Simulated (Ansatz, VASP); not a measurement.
Pb in VASP and in Ansatz

```
Pb
1.0
     3.48000    0.01740    0.00000
    -1.72493    3.00507    0.00000
     0.00000    0.00000    5.59000
Pb
2
Direct
  0.33333 0.66667 0.25000
  0.66667 0.33333 0.75000
```

Change from the starting cell: xy shear strain of +1 %, crystal datasets.

Alike in both runs: task electric field gradients; functional PBE; k mesh 12 × 12 × 7; occupations fermi-dirac, width 0.05 eV; no spin polarisation.

|  | VASP | Ansatz |
| --- | --- | --- |
| version | VASP 6.6.1 | Ansatz 0.2.0 |
| potentials or method | VASP PAW PBE potentials, release 64 (Pb_d), cutoff 520 eV | all-electron PAW with datasets made for the crystal, scalar-relativistic |

```tsv
	VASP	Ansatz	Ansatz less VASP
pressure (GPa)	3.9	4.0	+0.07
largest component of the traceless stress (GPa)	0.16	0.14	-0.026
Vzz of the field gradient on the site that differs most (V/Å²)	-8.4	7.5	+15.97
```

Ansatz ran all-electron here, so the differences hold the error of VASP's frozen core and of both bases. Ansatz warned: «gradients_without_spin_orbit».

The runs have no spin-orbit coupling, so splittings on Pb are missing.
